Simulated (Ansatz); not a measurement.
Runs of Ansatz 0.2.0 on BN. The structure is hexagonal, space group P6_3mc (No. 186). Conventional cell: a = 2.554 Å, b = 2.554 Å, c = 4.227 Å, α = 90.00°, β = 90.00°, γ = 120.00°. N (site symmetry 3m) is surrounded by 4 B at 1.57 to 1.58 Å. Around B (site symmetry 3m) lie 4 N at 1.57 to 1.58 Å. Measurements of this composition are mostly on another form, of space group No. 194.

| task | level | cell | target pressure (GPa) | gap on the mesh (eV) | pressure (GPa) | largest force (eV/Å) |
| --- | --- | --- | --- | --- | --- | --- |
| single point | PBE | strained by -2 % | - | 5.15 | 0.1 | 0.09 |
| single point | PBE | as given | - | 5.21 | 0.0 | 0.02 |
| relaxation of cell and atoms | LDA | relaxed | - | 4.93 | 0.0 | - |
| single point | PBE | strained by -4 % | - | (a) | 0.5 | (b) |
| relaxation of cell and atoms | LDA | relaxed to 2 GPa | 2 | 4.92 | 2.0 | - |

Alike in all rows: potentials or basis Ansatz PAW; no spin polarisation; k mesh 9 × 9 × 5; cutoff (eV) 420; smearing fermi-dirac 0.05 eV.

**Question.** Estimate the missing entries.

**Answer.** (a) 5.09; (b) 0.17.

Caveats: odd divisions of the mesh miss points on the zone boundary, where band edges often lie, so the gap on the mesh can be too wide; the plane-wave basis is chosen anew once the cell has moved, so the energies of steps on either side of that aren't comparable (some runs); the PAW data sets come from PBE, with cores solved anew for the run's functional, which leaves a small shift of forces and pressure (some runs).

A k mesh can miss the band edges.
